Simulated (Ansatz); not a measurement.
Zr:

```
Zr
1.0
     3.23200    0.00000    0.00000
    -1.61600    2.79899    0.00000
     0.00000    0.00000    5.14700
Zr
2
Direct
  0.66667 0.33333 0.75000
  0.33333 0.66667 0.25000
```

Program: Ansatz 0.2.0. Alike in all runs: cell as given; basis error allowed 0.001 eV/atom.

**Question.** Order these runs on this cell by their pressure, lowest first.
A. level RPBE; potentials or basis all-electron LAPW, scalar-relativistic; spin off; k mesh 9 × 9 × 5; cutoff (eV) 174; smearing gaussian 0.1 eV
B. level LDA; potentials or basis all-electron LAPW, relativistic spinors; spin SOC, no magnetisation; k mesh 7 × 7 × 4; cutoff (eV) 176; smearing fermi-dirac 0.05 eV
C. level PBE; potentials or basis all-electron LAPW, scalar-relativistic; spin off; k mesh 9 × 9 × 5; cutoff (eV) 174; smearing gaussian 0.015 eV

**Answer.** B (-6.0 GPa), C (0.6 GPa), A (2.7 GPa).

Caveats: the k mesh is thin for a metal, which can move the energy by tens of meV per atom (some runs).
